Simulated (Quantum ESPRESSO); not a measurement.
## ZnS under changes of volume

One of the cells (19.727 Å³/atom); the others are scaled copies at fixed shape and fractional positions:

```xyz
2
Lattice="0.0000 2.7020 2.7020 2.7020 0.0000 2.7020 2.7020 2.7020 0.0000" Properties=species:S:1:pos:R:3 pbc="T T T"
Zn    4.0530    4.0530    4.0530
S     0.0000    0.0000    0.0000
```

```yaml
Program: Quantum ESPRESSO 7.5
Functional: r2SCAN
Potentials_or_basis: SG15 PBE 1.2
Cutoff: 952 eV
Density_cutoff: 3810 eV
k_mesh: 7 × 7 × 7
Occupations: fermi-dirac, width 0.05 eV
Spin: no spin polarisation
```

```tsv
volume (Å³/atom)	energy over the lowest point (meV/atom)	pressure (GPa)	gap on the mesh (eV)
18.543	20.29	5.5	2.90
18.938	8.92	3.5	2.80
19.332	?	?	?
19.727	0.00	0.0	2.62
20.121	1.57	-1.5	2.53
20.516	6.64	-2.8	2.44
20.910	14.85	-4.0	2.36
```

What does the run at 19.332 Å³/atom give?

Energy over the lowest point 2.31 meV/atom; pressure 1.7 GPa; gap on the mesh 2.71 eV.

Worked out: A Birch-Murnaghan fit of order 3 (a polynomial in V^(-2/3)) to the other rows has its minimum at 19.76 Å³/atom with B0 = V·E''(V) = 78 GPa and B' = 4.1. It gives 2.32 meV/atom at 19.332 Å³/atom, against the run's 2.31, and -dE/dV = 1.8 GPa, against 1.7. A straight line through the other rows of the gap, of slope -4.5 eV per unit of ln V (its deformation potential), gives 2.71 eV, against the run's 2.71.

Energies are extrapolated to zero smearing.

Caveats: the potentials were made for another functional, which shifts forces and pressure.
